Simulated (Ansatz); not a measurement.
## Cold compression of NaH (CsCl type)

```
CELL_PARAMETERS angstrom
2.96416 0.00000 0.00000
0.00000 2.96416 0.00000
0.00000 0.00000 2.96416
ATOMIC_POSITIONS crystal
Na 0.00000 0.00000 0.00000
H 0.50000 0.50000 0.50000
```

The cell comes from a relaxation on PAW files under the same functional, begun from a prototype that needn't be the stable phase.

Its volume is scaled at fixed shape and fractional positions.

All numbers are PBE results (scalar-relativistic) from Ansatz 0.2.0, with a Γ-centred 12×12×12 k mesh, Fermi–Dirac smearing of 0.08 eV, no spin polarisation. Methods: LAPW: all electrons, basis error target 1 meV/atom; PAW: frozen-core files, cutoff 420 eV; crystal datasets: all electrons, by PAW datasets that the program makes for each cell; norm-conserving: pseudopotentials, cutoff 1197 eV; PAW (cutoff 1000 eV): frozen-core files, cutoff 1000 eV.

Energies are extrapolated to zero smearing and count from the unscaled cell; pressure is positive in compression; gaps take the mesh and a band path. No temperature or zero-point motion is included.

The structure type is held throughout; the real material can change phase at far lower pressure.

```csv
V/V0,V (Å³/atom),P LAPW (GPa),ΔE LAPW (eV/atom),P PAW − LAPW (GPa),ΔE PAW − LAPW (meV/atom),gap (eV)
1.00,13.02,0.02,0.000,-0.02,0.0,1.04
0.92,11.98,2.34,0.007,-0.02,-0.1,–
0.84,10.94,5.75,0.033,-0.01,-0.2,–
0.76,9.90,10.87,0.086,0.00,-0.2,–
0.68,8.85,18.76,0.180,0.00,-0.2,–
0.60,7.81,31.3,0.340,0.01,-0.2,1.13
0.52,6.77,?,0.606,0.02,-0.1,–
0.45,5.86,84.0,0.986,0.05,0.1,?
```

Q: Give the missing entry: row "0.52", column "P LAPW (GPa)".

A: 52.4.

Q: What belongs in the row "0.45", column "gap (eV)"?

A: 1.41.

Q: Fit the Vinet equation to the LAPW pressures over the whole range, with residuals weighted by 1/(|P| + 0.03·Pmax).

A: V0 = 13.04 Å³/atom, B0 = 22.5 GPa and B0′ = 4.20, and the fit misses no point by more than 1.1 GPa. A fit over so wide a range pins B0 less well than one near rest.

Q: From the table, what is the rise of the enthalpy H = E + pV up to the last row, and how stiff is the crystal between the last two rows?

A: ΔH = 0.986 eV + (84.0 GPa × 5.86 Å³ − 0.02 GPa × 13.02 Å³) × 0.006242 eV/(GPa·Å³) = 4.06 eV/atom, of which pV makes 76 %. The mean bulk modulus there is −ΔP/Δln V = 218 GPa.

Q: At the smallest volume, how far do crystal datasets and norm-conserving and PAW (cutoff 1000 eV) lie from LAPW in pressure?

A: crystal datasets: 0.00 GPa; norm-conserving: -0.01 GPa; PAW (cutoff 1000 eV): +0.02 GPa, on a LAPW pressure of 84.0 GPa.

Q: How do the Löwdin populations by LAPW change from the unscaled cell to the last row?

A: Na 2s 1.98 → 1.95, Na 3s 0.39 → 0.33, H 1s 1.59 → 1.70 electrons an atom. These are projections on the shells that the free atoms fill; 0.03 e a cell lies outside them at the start and 0.03 e at the end.
